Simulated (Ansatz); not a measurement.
Structure: SrCl2 in the CdI2-type structure, at its r2SCAN+rVV10 minimum. Sr has 6 Cl at 2.90 Å; Cl has 3 Sr at 2.90 Å.

Space group P-3m1 (No. 164). a = 4.407 Å, b = 4.407 Å, c = 5.596 Å, α = 90.00°, β = 90.00°, γ = 120.00°

| atom | site | symmetry | x | y | z |
| --- | --- | --- | --- | --- | --- |
| Sr | 1a | -3m. | 0.0000 | 0.0000 | 0.0000 |
| Cl | 2d | 3m. | 0.3333 | 0.6667 | 0.2487 |

5 runs of Ansatz on this cell differ in the functional (and in the settings that go with it). Levels are in eV from each run's valence top; v1 is the last filled band, c1 the first empty one.

Run A, mean stress +1.2 GPa (compression positive):
```
point     v2     v1    c1    c2
    Γ  -0.46   0.00  5.16  6.70
    M  -0.94  -0.79  5.47  7.01
    K  -0.84  -0.55  6.12  6.75
    A  -0.63  -0.63  6.44  6.44
```

Run B, mean stress +3.8 GPa (compression positive):
```
point     v2     v1     c1     c2
    Γ  -0.54   0.00  13.33  15.75
    M  -1.10  -0.98  13.92  15.84
    K  -1.09  -0.67  14.60  15.60
    A  -0.78  -0.78  15.25  15.38
```

Run C, mean stress +0.5 GPa (compression positive):
```
point     v2     v1    c1     c2
    Γ  -0.49   0.00  8.22  10.14
    M  -1.01  -0.87  8.65  10.36
    K  -0.95  -0.60  9.36  10.05
    A  -0.69  -0.69  9.83   9.83
```

Run D, mean stress +0.4 GPa (compression positive):
```
point     v2     v1    c1    c2
    Γ  -0.49   0.00  7.51  9.37
    M  -0.99  -0.85  7.86  9.56
    K  -0.92  -0.60  8.55  9.28
    A  -0.68  -0.68  9.05  9.05
```

Run E, mean stress -2.0 GPa (compression positive):
```
point     v2     v1    c1    c2
    Γ  -0.46   0.00  4.71  6.46
    M  -0.96  -0.83  5.16  6.73
    K  -0.87  -0.56  5.81  6.47
    A  -0.64  -0.64  6.19  6.19
```

Task: Match the runs to LDA, PBE, DDH-PBE0, r2SCAN0, Hartree-Fock.

Result: A is PBE, B is Hartree-Fock, C is DDH-PBE0, D is r2SCAN0, E is LDA. In order of the gap: LDA 4.71, PBE 5.16, r2SCAN0 7.51, DDH-PBE0 8.22, Hartree-Fock 13.33 eV.

Note: simulated data, non-magnetic, for a generated structure that need not be the stable one.

The runs are scalar-relativistic, without spin-orbit coupling.

The program warns that its thresholds are loose for a hybrid's stress.

The meshes of the hybrids are coarse, so their gaps aren't converged to the digits shown.
